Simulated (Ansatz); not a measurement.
# Nb (sc type): how the settings move a single-point run

Question: which choices in the input matter for Nb (sc type)?

Method: reference: DFT, PBE, all-electron PAW with datasets made for the crystal, scalar-relativistic, in Ansatz 0.2.0.

1 further run of the same task is left out (set aside as unsound or not needed).

### 1 The system as given

The structure is cubic, space group Pm-3m (No. 221). Conventional cell: a = 2.722 Å, b = 2.722 Å, c = 2.722 Å, α = 90.00°, β = 90.00°, γ = 90.00°. Nb (site symmetry m-3m) has 6 Nb at 2.72 Å as nearest neighbours.

Coordinates:

```cif
data_structure
_symmetry_space_group_name_H-M 'P 1'
_symmetry_Int_Tables_number 1
_cell_length_a 2.7219
_cell_length_b 2.7219
_cell_length_c 2.7219
_cell_angle_alpha 90.000
_cell_angle_beta 90.000
_cell_angle_gamma 90.000
_cell_volume 20.17
loop_
_atom_site_label
_atom_site_type_symbol
_atom_site_fract_x
_atom_site_fract_y
_atom_site_fract_z
_atom_site_occupancy
Nb1 Nb 0.00000 0.00000 0.00000 1
```

### 2 Baseline

input.yaml reads:

```yaml
crystal:
  lattice:
    - [2.7219351119, 0.0, 0.0]
    - [0.0, 2.7219351119, 0.0]
    - [0.0, 0.0, 2.7219351119]
  atoms:
    - { symbol: Nb, position: [0.0, 0.0, 0.0] }
kpoints:
  mp_grid: { grid: [16, 16, 16] }
scf:
  occupations: { method: fermi_dirac, width: 0.1 }
hamiltonian:
  xc: pbe
  pseudopotentials: { kind: all_electron, datasets: crystal }
output:
  forces: true
  stress: true
  eigenvalues: true
```

Command:

```console
ansatz run input.yaml --threads 1 --pin off --max-ram 2048MiB --backend cpu --events-out ev --progress --plain --runs-dir out
```

### 3 Changing settings: mp_grid.shift [0.5, 0.5, 0.5], dr2_threshold 1.0e-05

input.yaml, as its differences from that of step 2:

```diff
@@ -8,5 +8,6 @@
 kpoints:
-  mp_grid: { grid: [16, 16, 16] }
+  mp_grid: { grid: [16, 16, 16], shift: [0.5, 0.5, 0.5] }
 scf:
   occupations: { method: fermi_dirac, width: 0.1 }
+  convergence: { dr2_threshold: 1.0e-05 }
 hamiltonian:
```

What does the calculation give? Wanted: for each run, ending; energy change; pressure; gap; force.

The runs gave:

```csv
run,ending,energy change,pressure (GPa),gap (eV),force (eV/Å),cycles,time
reference,converged,0,0.0,0.00,0.00,7,6.8 s
"1: mp_grid.shift [0.5, 0.5, 0.5], dr2_threshold 1.0e-05",converged,+1.7 meV/atom,-0.5,0.00,0.00,6,4.8 s
```

Residual by cycle in the longest SCF loop of each run; runs are numbered as in the table. The quantity is the density residual dr2, in eV.

```csv
cycle,reference,run 1
1,1.18,1.19
2,0.413,0.416
3,0.023,0.0238
4,1.7e-4,2.2e-4
5,9.6e-5,9.9e-5
6,1.9e-7,1.8e-7
7,1.6e-8,-
```

What this shows: Changing the k-point mesh and convergence setting moves the energy by +1.7 meV/atom, and the pressure goes from 0.0 to -0.5 GPa. Sampling errors of the energy have no fixed sign. Of the settings changed, the mesh is the one that moves energies this far.
